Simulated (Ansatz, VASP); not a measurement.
**InAs: VASP beside Ansatz**

```
CELL_PARAMETERS angstrom
0.00000 2.80340 2.80340
2.80340 0.00000 2.80340
2.80340 2.80340 0.00000
ATOMIC_POSITIONS crystal
In 0.50000 0.50000 0.50000
As 0.00000 0.00000 0.00000
```

Change from the starting cell: strain -0.025 along x and y, -0.025 along z, atoms carried along.

Alike in both runs: task single point; functional PBE; k mesh 18 × 18 × 18; occupations gaussian, width 0.15 eV; no spin polarisation.

|  | VASP | Ansatz |
| --- | --- | --- |
| version | VASP 6.6.1 | Ansatz 0.2.0 |
| potentials or method | VASP PAW PBE potentials, release 64 (In_d, As) | scalar-relativistic, plane waves, PAW |
| plane-wave cutoff (eV) | 520 | 420 |
| valence electrons in the cell | 18 | 28 |

|  | VASP | Ansatz | Ansatz less VASP |
| --- | --- | --- | --- |
| gap on the k mesh at the Fermi level (eV) | none | none | - |
| pressure (GPa) | 6.0 | 5.6 | -0.45 |

A gap of «none» marks a metal or a gap that the smearing closes. With one functional, cell and mesh, what is left measures potentials, basis and numerics. The two sets of potentials don't hold the same shells in valence.
